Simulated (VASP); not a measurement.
Ru:

```
Ru
1.0
    -1.46157    1.46157    1.46157
     1.46157   -1.46157    1.46157
     1.46157    1.46157   -1.46157
Ru
1
Direct
  0.00000 0.00000 0.00000
```

The cell was built by a generator and needn't be a form met in nature.

```yaml
Program: VASP 6.6.1
Task: relaxation of cell and atoms
Functional: r2SCAN
Potentials_or_basis: VASP PAW PBE potentials, release 64 (Ru_pv)
Cutoff: 600 eV
k_mesh: 18 × 18 × 18
Occupations: methfessel-paxton, width 0.1 eV
Spin: no spin polarisation
```

At the start: pressure 45.4 GPa; volume 12.49 Å³/atom.

Problem. How do energy, volume and symmetry change on relaxing?

Solution. Over 5 steps the energy falls by 190.2 meV/atom and the volume is 13.98 Å³/atom (+12.0 %); space group Im-3m (No. 229, to 0.05 Å).

Step by step:
```csv
step,energy change (eV),largest force (eV/Å),pressure (GPa),volume (Å³)
1,0.0000,0.0000,45.41,12.49
2,1.0362,0.0000,-44.98,20.04
3,-0.1858,0.0000,-5.34,14.24
4,-0.1901,0.0000,-0.92,14.03
5,-0.1902,0.0000,0.02,13.98
```

Final structure:
```xyz
1
Lattice="-1.5177 1.5177 1.5177 1.5177 -1.5177 1.5177 1.5177 1.5177 -1.5177" Properties=species:S:1:pos:R:3 pbc="T T T"
Ru    0.0000    0.0000    0.0000
```

Caveat: the PAW data sets were made with another functional, which shifts forces and pressure a little.
